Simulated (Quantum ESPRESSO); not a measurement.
Runs of Quantum ESPRESSO 7.5 on SnO. It takes space group P4/nmm (No. 129, tetragonal). Conventional cell: a = 3.814 Å, b = 3.814 Å, c = 4.887 Å, α = 90.00°, β = 90.00°, γ = 90.00°. Sn (site symmetry 4mm) has 4 O at 2.23 Å as nearest neighbours. O (site symmetry -4m2) has 4 Sn at 2.23 Å as nearest neighbours. The cell is a database's computed one.

| level | potentials or basis | k mesh | cutoff (eV) | smearing | form of the LDA | mesh quality | gap on the mesh (eV) |
| --- | --- | --- | --- | --- | --- | --- | --- |
| LDA | PseudoDojo 0.4.1 SR LDA standard | 2 × 2 × 2 | 1143 | fixed | PW92 | coarse | 0.23 |
| PBE | PseudoDojo 0.4.1 SR PBE standard | 6 × 6 × 6 | 1143 | fermi-dirac 0.05 eV | - | not flagged | 0.15 |
| LDA | PseudoDojo 0.4.1 SR LDA stringent | 4 × 4 × 4 | 1252 | fixed | PW92 | not flagged | (a) |
| PBEsol | PseudoDojo 0.4.1 SR PBEsol standard | 2 × 2 × 2 | 1143 | fermi-dirac 0.05 eV | - | coarse | 0.13 |
| PBEsol | PseudoDojo 0.4.1 SR PBEsol standard | 4 × 4 × 4 | 1143 | fermi-dirac 0.05 eV | - | not flagged | 0.13 |

Alike in all rows: task single point; no spin polarisation; cell as given.

Problem. Fill in the values left out.

Solution. (a) 0.24.

Caveats: some runs use coarse meshes; spin-orbit coupling is left out, which moves the levels of the heavy elements.

A k mesh can miss the band edges, and the runs leave out spin-orbit coupling on Sn.

Not every run made on this cell is shown here.
